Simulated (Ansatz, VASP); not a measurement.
# AgCl: VASP beside Ansatz

```
Ag Cl
1.0
     0.00000    2.79152    2.79152
     2.79152    0.00000    2.79152
     2.79152    2.79152    0.00000
Ag Cl
1 1
Direct
  0.50000 0.50000 0.50000
  0.00000 0.00000 0.00000
```

Change from the starting cell: volume scaled by 1.02.

Alike in both runs: task single point; functional PBEsol; k mesh 9 × 9 × 9; occupations fermi-dirac, width 0.01 eV; no spin polarisation.

|  | VASP | Ansatz |
| --- | --- | --- |
| version | VASP 6.6.1 | Ansatz 0.2.0 |
| potentials or method | VASP PAW PBE potentials, release 64 (Ag, Cl), cutoff 520 eV | all-electron LAPW, scalar-relativistic |

|  | VASP | Ansatz | Ansatz less VASP |
| --- | --- | --- | --- |
| gap on the k mesh at the Fermi level (eV) | 0.78 | 0.79 | +0.005 |
| pressure (GPa) | -3.5 | -3.4 | +0.10 |

Ansatz ran all-electron here, so the differences hold the error of VASP's frozen core and of both bases.

Caveats: the PAW data sets were made with another functional, which shifts forces and pressure a little (VASP); an odd mesh through Γ misses points on the zone boundary, where band edges often lie.
